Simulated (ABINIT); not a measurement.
The system is MgO.

```xyz
2
Lattice="0.0000 2.0970 2.0970 2.0970 0.0000 2.0970 2.0970 2.0970 0.0000" Properties=species:S:1:pos:R:3 pbc="T T T"
Mg    0.0000    0.0000    0.0000
O     2.0970    2.0970    2.0970
```

The cell is a database's computed one.

Program: ABINIT 10.8.3 (patched build). Alike in all runs: task single point; level HSE06; potentials or basis SPMS NC PBE v1.0; no spin polarisation; cell as given; k mesh 6 × 6 × 6; cutoff (eV) 952; smearing fermi-dirac 0.05 eV; the mesh is coarse, so values aren't converged.

Order these runs on this cell by their band gap on the k mesh, lowest first.
A. share of exact exchange 0.35
B. share of exact exchange 0.15
C. share of exact exchange 0.25
D. share of exact exchange 0.05

D (5.27 eV), B (5.99 eV), C (6.73 eV), A (7.48 eV).

Caveats: all runs use coarse meshes; exact exchange is summed on a coarse mesh, which widens gaps by tenths of an eV; Libxc's HSE differs a little from that of other programs.
